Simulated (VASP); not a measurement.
# TiO2 (P3_121) in VASP: a series of runs, part 2 of 2

VASP 6.6.1. The steps go on from the part before.

**4. Single point, LDA**

INCAR reads:

```
ADDGRID = F
ALGO = Normal
EDIFF = 1E-4
ENCUT = 450
GGA = CA
ISIF = 2
ISMEAR = 0
LASPH = T
LCHARG = F
LREAL = Auto
LWAVE = F
NBANDS = 46
NELM = 100
PREC = Normal
SIGMA = 0.05
```

KPOINTS reads:

```
k-points
0
Gamma
  3 3 2
```

POSCAR reads:

```
TiO2
1.0
    5.5822227355      0.0000000000      0.0000000000
   -2.7911113678      4.8343466985      0.0000000000
    0.0000000000      0.0000000000      6.0824678800
Ti O
3 6
Direct
    0.4669367500      0.0000000000      0.3333333333
    0.0000000000      0.4669367500      0.6666666667
    0.5330632500      0.5330632500      0.0000000000
    0.5810657200      0.8514331800      0.1206639333
    0.7296325400      0.1485668200      0.5460027333
    0.2703674600      0.4189342800      0.7873306000
    0.8514331800      0.5810657200      0.8793360667
    0.1485668200      0.7296325400      0.4539972667
    0.4189342800      0.2703674600      0.2126694000
```

Potentials or basis: VASP PAW LDA potentials, release 64 (Ti_sv, O_s).

The run is started by

```bash
> cat potpaw_LDA.64/Ti_sv/POTCAR potpaw_LDA.64/O_s/POTCAR > POTCAR
> mpirun -np 1 vasp_std > vasp.out
```

OUTCAR:

```text
EDIFF = 1E-4
   ENCUT = 450
   GGA = CA
   ISIF = 2
   ISMEAR = 0
   LASPH = T
   LREAL = Auto
   NELM = 100
   PREC = Normal

 Found      6 irreducible k-points:

 Following reciprocal coordinates:
            Coordinates               Weight
  0.000000  0.000000  0.000000      1.000000
  0.333333  0.000000  0.000000      6.000000
  0.333333  0.333333  0.000000      2.000000
  0.000000  0.000000  0.500000      1.000000
  0.333333  0.000000  0.500000      6.000000
  0.333333  0.333333  0.500000      2.000000
   k-points           NKPTS =      6   k-points in BZ     NKDIM =      6   number of bands    NBANDS=     46
   number of dos      NEDOS =    301   number of ions     NIONS =      9
   total plane-waves  NPLWV =  28800
   dimension x,y,z NGX =    30 NGY =   30 NGZ =   32
   dimension x,y,z NGXF=    60 NGYF=   60 NGZF=   64
   ions per type =               3   6
   NGX,Y,Z   is equivalent  to a cutoff of   8.93,  8.93,  8.75 a.u.
   NGXF,Y,Z  is equivalent  to a cutoff of  17.87, 17.87, 17.49 a.u.
 SYSTEM =  unknown system
   PREC   = normal    normal or accurate (medium, high low for compatibility)
   ISTART =      0    job   : 0-new  1-cont  2-samecut
   ICHARG =      2    charge: 1-file 2-atom 10-const
   ISPIN  =      1    spin polarized calculation?
   LNONCOLLINEAR =      F non collinear calculations
   LSORBIT =      F    spin-orbit coupling
   LASPH  =      T    aspherical Exc in radial PAW
   ENCUT  =  450.0 eV  33.07 Ry    5.75 a.u.   9.66  9.66 10.52*2*pi/ulx,y,z
   NELM   =    100;   NELMIN=  2; NELMDL= -5     # of ELM steps
   EDIFF  = 0.1E-03   stopping-criterion for ELM
   LREAL  =      T    real-space projection
   EDIFFG = 0.1E-02   stopping-criterion for IOM
   NSW    =      0    number of steps for IOM
   IBRION =     -1    ionic relax: 0-MD 1-quasi-New 2-CG
   NFREE  =      0    steps in history (QN), initial steepest desc. (CG)
   ISIF   =      2    stress and relaxation
   ISYM   =      2    0-nonsym 1-usesym 2-fastsym
   POTIM  = 0.5000    time-step for ionic-motion
   TEBEG  =    0.0;   TEEND  =   0.0 temperature during run
   PSTRESS=    0.0 pullay stress
   NELECT =      72.0000    total number of electrons
   NUPDOWN=      -1.0000    fix difference up-down
   EMIN   =  10.00;   EMAX   =-10.00  energy-range for DOS
   EFERMI =   0.00;   METHOD = LEGACY
   ISMEAR =     0;   SIGMA  =   0.05  broadening in eV -4-tet -1-fermi 0-gaus
   EFERMI_NEDOS =   21; number of points for ismear=-14 and -15
   IALGO  =     38    algorithm
   IMIX   =      4    mixing-type and parameters
     AMIX     =   0.40;   BMIX     =  1.00
     AMIX_MAG =   1.60;   BMIX_MAG =  1.00
  volume/ion in A,a.u.               =      18.24       123.08
  Fermi-wavevector in a.u.,A,eV,Ry     =   1.243877  2.350587 21.051339  1.547230
  Thomas-Fermi vector in A             =   2.378168
   LORBIT       =      0    0 simple, 1 ext, 2 COOP (PROOUT), +10 PAW based schemes
   GGA     = CA    functional components
   LHFCALC =     F    Hartree Fock is set to
   AEXX    =    0.0000 exact exchange contribution
   IVDW    =     0    specifies the selected vdW correction
   LEPSILON=     F    determine dielectric tensor
   LRPA    =     F    only Hartree local field effects (RPA)
 non-spin polarized calculation
 Gauss-broadening in eV      SIGMA  =   0.05
  energy-cutoff  :      450.00
  volume of cell :      164.14
 maximum number of plane-waves:      3566
   NGX = 19   NGY = 19   NGZ = 21

 number of electron      71.9999910 magnetization

 Free energy of the ion-electron system (eV)
  ---------------------------------------------------
  ext. energy  EPLUGINS =         0.00000000
  ---------------------------------------------------
  free energy    TOTEN  =       -86.15368814 eV

  energy without entropy =      -86.15368814  energy(sigma->0) =      -86.15368814

 E-fermi :  -0.8023     XC(G=0):  -8.6407

 val. band max:       -1.1591980764   @ k =   0.0000   0.0000   0.5000
 cond. band min:       2.2940771765   @ k =   0.0000   0.0000   0.5000
 fundamental gap:      3.4532752529
 Fermi energy:        -0.8023018185

 k-point     1 :       0.0000    0.0000    0.0000
  band No.  band energies     occupation
      1     -55.7689      2.00000
      2     -55.7559      2.00000
      3     -55.7559      2.00000
      4     -32.6171      2.00000
      5     -32.5832      2.00000
      6     -32.5832      2.00000
[... 283 lines left out ...]
     45       4.4063      0.00000
     46       4.9160      0.00000

------------------------ aborting loop because EDIFF is reached ----------------------------------------

  FORCE on cell =-STRESS in cart. coord.  units (eV):
  Direction    XX          YY          ZZ          XY          YZ          ZX
  --------------------------------------------------------------------------------------
  -------------------------------------------------------------------------------------
  Total       -3.3081750     -3.3081750     -3.3617149      0.0000000      0.0000000      0.0000000
  in kB      -32.2904634    -32.2904634    -32.8130567      0.0000000      0.0000000      0.0000000
  external PRESSURE =     -32.4646612 kB  Pullay stress =       0.0000000 kB

 VOLUME and BASIS-vectors are now :
 -----------------------------------------------------------------------------
  energy-cutoff  :      450.00
  volume of cell :      164.14
      direct lattice vectors                 reciprocal lattice vectors
     5.582222736  0.000000000  0.000000000     0.179140111  0.103426591  0.000000000
    -2.791111368  4.834346699  0.000000000     0.000000000  0.206853183  0.000000000
     0.000000000  0.000000000  6.082467880     0.000000000  0.000000000  0.164406951

 POSITION                                       TOTAL-FORCE (eV/Angst)
 -----------------------------------------------------------------------------------
      2.60654      0.00000      2.02749         0.000887      0.000000     -0.000000
     -1.30327      2.25733      4.05498        -0.000443      0.000768      0.000000
      1.48784      2.57701      0.00000        -0.000443     -0.000768      0.000000
      0.86719      4.11612      0.73393        -0.111913     -0.188143      0.127536
      3.65830      0.71822      3.32104        -0.111913      0.188143     -0.127536
      0.33996      2.02527      4.78891        -0.106980      0.190991      0.127536
      3.13107      2.80907      5.34853        -0.106980     -0.190991     -0.127536
     -1.20715      3.52730      2.76142         0.218893     -0.002848      0.127536
      1.58396      1.30705      1.29355         0.218893      0.002848     -0.127536
 -----------------------------------------------------------------------------------
    total drift:                               -0.000022     -0.000045      0.000001

  FREE ENERGIE OF THE ION-ELECTRON SYSTEM (eV)
  ---------------------------------------------------
  free  energy   TOTEN  =       -86.1536881366 eV

  energy  without entropy=      -86.1536881366  energy(sigma->0) =      -86.15368814
```

Wall time 35 s (1 thread of Intel Xeon Platinum 8488C (Sapphire Rapids), shared host); peak memory 0.16 GiB.

These settings aren't checked as converged: the numbers below hold their error.

What came out:

```yaml
Free_energy: -86.1537 eV
Pressure: -3.2 GPa
Largest_force: 0.253 eV/Å
Band_gap_on_the_k_mesh: 3.45 eV, direct
```

Caveat: the k mesh is coarse (spacing up to 0.52 Å⁻¹), so the values aren't converged; an odd mesh through Γ misses points on the zone boundary, where band edges often lie.

**5. For comparison**

An earlier run on the cell as given: functional PBE; potentials or basis VASP PAW PBE potentials, release 64 (Ti_sv, O); cutoff 520 eV; k mesh 6 × 6 × 5; occupations fermi-dirac, width 0.05 eV; no spin polarisation.

* Pressure: 1.9 GPa
* Largest force: 0.092 eV/Å
* Band gap on the k mesh: 3.61 eV, indirect (least direct gap 3.62 eV)
